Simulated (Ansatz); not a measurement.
Sb2Te3 (Bi2Te3 type, space group R-3m)

```
Sb2Te3
1.0
    2.13805     1.23440     9.94161
   -2.13805     1.23440     9.94161
    0.00000    -2.46881     9.94161
Sb Te
2 3
Cartesian
  0.00000   0.00000  11.90181
  0.00000   0.00000  17.92302
  0.00000   0.00000   0.00000
  0.00000   0.00000   6.26816
  0.00000   0.00000  23.55666
```

The slice is a (1 -1 0 2) plane (indices of the conventional cell) through the point (0.000, 0.000, 0.000) (fractional), spanned by u = [1 0 -1] and v = [010] in vectors of this cell: u (4.28 Å) and v (10.24 Å, at 90° to u). It covers one period; positions are fractions (u, v).

These are PBE-D3(BJ) (plane waves to 420 eV, PAW, scalar-relativistic; Ansatz, a quantum-chemistry and plane-wave program) values and carry that method's errors. k mesh 9×9×9. Near the nuclei the fields are pseudised (PAW); where an atom keeps semicore shells as valence, they peak there. Sb2Te3 was relaxed with its symmetry unable to fall. Spin-orbit coupling is left out, though Sb and Te are heavy.

Predict the map of the electron localisation function (ELF) on the slice.


```tsv
v \ u	0.00	0.17	0.33	0.50	0.67	0.83
0.86	0.52	0.37	0.43	0.40	0.43	0.37
0.71	0.13	0.17	0.37	0.35	0.37	0.17
0.57	0.42	0.28	0.06	0.03	0.06	0.28
0.43	0.42	0.28	0.06	0.03	0.06	0.28
0.29	0.13	0.17	0.37	0.35	0.37	0.17
0.14	0.52	0.37	0.43	0.40	0.43	0.37
0.00	x	0.37	0.58	0.07	0.58	0.37
```

Values: electron localisation function (ELF). Points within 0.5 Å of a nucleus are blanked (x), as the pseudised field means little there.
